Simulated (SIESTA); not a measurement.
## SiC (Moissanite 6H) under changes of volume

One of the cells (10.277 Å³/atom); the others are scaled copies at fixed shape and fractional positions:

```
Si C
1.0
     3.07423    0.00000    0.00000
    -1.53711    2.66236    0.00000
     0.00000    0.00000   15.06818
Si C
6 6
Cartesian
  1.5371 0.8875 6.9057
  0.0000 1.7749 14.4398
  1.5371 0.8875 11.9295
  0.0000 1.7749 4.3954
  0.0000 0.0000 9.4176
  0.0000 0.0000 1.8835
  1.5371 0.8875 5.0222
  0.0000 1.7749 12.5563
  1.5371 0.8875 10.0460
  0.0000 1.7749 2.5119
  0.0000 0.0000 7.5341
  0.0000 0.0000 0.0000
```

| Item | Value |
| --- | --- |
| Program | SIESTA 5.4.2 |
| Functional | PBE |
| Potentials or basis | PseudoDojo 0.4 standard (PBE files) |
| Basis | TZP (energy shift 0.002 Ry) |
| Grid cutoff | 500 Ry |
| Energy shift | 0.002 Ry |
| k mesh | 10 × 10 × 2 |
| Occupations | fermi-dirac, width 0.05 eV |
| Spin | no spin polarisation |

```csv
volume (Å³/atom),energy over the lowest point (meV/atom),pressure (GPa),gap on the mesh (eV),largest force (eV/Å)
9.858,41.39,18.1,2.00,0.138
10.068,21.41,12.5,2.01,0.136
10.277,?,?,?,?
10.487,1.30,3.1,2.02,0.132
10.697,0.00,-1.1,2.03,0.130
```

**Question.** What does the run at 10.277 Å³/atom give?

**Answer.** Energy over the lowest point 8.32 meV/atom; pressure 7.6 GPa; gap on the mesh 2.02 eV; largest force 0.134 eV/Å.

Worked out: A Birch-Murnaghan fit of order 2 (a polynomial in V^(-2/3)) to the other rows has its minimum at 10.64 Å³/atom with B0 = V·E''(V) = 202 GPa at fixed shape and positions, which overstates the stiffness. It gives 8.29 meV/atom at 10.277 Å³/atom, against the run's 8.32, and -dE/dV = 7.6 GPa, against 7.6. A straight line through the other rows of the gap, of slope 0.343 eV per unit of ln V, gives 2.02 eV, against the run's 2.02.

Energies are extrapolated to zero smearing.

Caveats: the basis of atomic orbitals isn't converged, which shifts pressures, moduli and gaps.

A mesh can miss the band edges.
